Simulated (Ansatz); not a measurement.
# SiC: the cost of one run

Program: Ansatz 0.2.0. Level of theory: DFT PBE, scalar-relativistic, plane waves, PAW. These are calculated values, not measurements.

The COD entry's cell or inner coordinates are ideal or old and differ from later refinements, so a difference from it is no clean test against experiment.

8 further runs of the same task are left out: 8 set aside as unsound or not needed.

## Step 1: Starting point

Symmetry: F-43m, No. 216, cubic system. Conventional cell: a = 4.348 Å, b = 4.348 Å, c = 4.348 Å, α = 90.00°, β = 90.00°, γ = 90.00°. Si (site symmetry -43m) has 4 C at 1.88 Å as nearest neighbours. C (site symmetry -43m) has 4 Si at 1.88 Å as nearest neighbours.

Coordinates:

```
CELL_PARAMETERS angstrom
0.00000 2.17400 2.17400
2.17400 0.00000 2.17400
2.17400 2.17400 0.00000
ATOMIC_POSITIONS crystal
Si 0.00000 0.00000 0.00000
C 0.75000 0.75000 0.75000
```

Source of the structure: the Crystallography Open Database.

## Step 5: The grid

The energy is mapped over two homogeneous strains; x, y and z are the crystal's own axes (z along the conventional c), which in the input's Cartesian frame point along (1.00, 0.00, 0.00), (0.00, 0.00, -1.00), (0.00, 1.00, 0.00).

- strain +e along x and -e along y: 9 values from −7.00 to 7.00 %
- strain +e along z and -e/2 along x and y: 9 values from −4 to 4 %

Nothing else is relaxed (symmetry fixes all fractional coordinates). Energies count from the relaxed crystal. Points are written as (first, second).

(The set-up runs are not shown.)

## Step 6: Point (−7.00 %, −4 %)

File input.yaml:

```yaml
crystal:
  lattice:
    - [0.0, 2.1022643453, 2.3869459754]
    - [2.0803657584, 0.0, 2.3869459754]
    - [2.0803657584, 2.1022643453, 0.0]
  atoms:
    - { symbol: Si, position: [0.0, 0.0, 0.0] }
    - { symbol: C, position: [0.75, 0.75, 0.75] }
basis:
  ecutwfc: 520.0
kpoints:
  mp_grid: { grid: [10, 10, 10] }
hamiltonian:
  xc: pbe
scf:
  occupations: { method: gaussian, width: 0.05 }
output:
  forces: true
  stress: true
  eigenvalues: true
```

Started as:

```sh
$ ansatz run input.yaml --threads 1 --pin off --max-ram 2048MiB --backend cpu --events-out ev --progress --plain --runs-dir out
```

What time and memory should one allow on 1 thread of Intel Xeon 6975P-C (Granite Rapids), shared host?

About 1.9 s, with a peak of 0.4 GiB.
